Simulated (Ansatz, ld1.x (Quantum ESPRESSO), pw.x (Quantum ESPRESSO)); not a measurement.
## Equation-of-state test of one TM potential (Li (Z = 3))

- Element: lithium
- Generator: ld1.x (Quantum ESPRESSO) 7.5
- Type: norm-conserving Troullier–Martins (Kleinman–Bylander form)
- Functional: PBE
- Relativity: scalar-relativistic
- Frozen core: [He]
- Valence charge: 1
- Reference configuration: 2s0.5 2p0 (charge +0.5)
- Partial waves: 2p (bound, empty): rc 4.20 bohr; 3d channel at 0.4 Ry: rc 3.75 bohr; 2s (bound): rc 2.70 bohr
- Local potential: the s channel
- Core correction: none

Crystal test: fcc Li in pw.x 7.5, no spin, 13³ k-points, Fermi–Dirac smearing 0.01 Ry, cutoffs 35/140 Ry. The reference is all-electron LAPW (Ansatz 0.2.0) with the same functional, mesh and smearing; V0 and B0 come from Birch–Murnaghan fits to the pressures at five volumes. Errors are pseudo minus all-electron; Δ is the rms difference of the E(V) curves that follow from these fits, minima aligned, over ±6 % about the mean V0. Mesh and smearing are coarse, so the numbers serve the comparison and aren't converged zero-temperature values; the lattice is a test structure that the element need not adopt.

All-electron: a0 = 4.329 Å (V0 = 20.28 Å³/atom), B0 = 13.7 GPa.

Question: How far does the potential miss the all-electron equation of state?

Answer: mean pressure error (GPa): -1.25. The pressure does not cross zero within the volumes sampled, so no fit is given. The largest radius (4.20 bohr) exceeds half the bond length (2.90 bohr), so the spheres overlap, which is one possible source of error among others. This is a poor potential for the solid. The atomic tests give no hint of an error of this size, and its cause was not traced.

```csv
V (Å³/atom),P all-electron (GPa),P pseudo (GPa)
19.331,0.71,-0.77
19.839,0.31,-1.04
20.348,-0.05,-1.28
20.857,-0.37,-1.50
21.365,-0.66,-1.69
```

Question: At the middle volume, how do free energy and pressure move when the wave cutoff is lowered (ecutrho kept at four times it)?

Answer:

| cutoff (Ry) | shift of F (meV/atom) | shift of P (GPa) |
| --- | --- | --- |
| 16 | +0.4 | -0.01 |
| 21 | +0.1 | +0.00 |
| 28 | +0.1 | -0.00 |

The run at the middle volume (84 k-points, 6 iterations) took about 3.6 s on one core of a shared host (Neoverse-V1, 32 threads, 247 GiB, load 14).
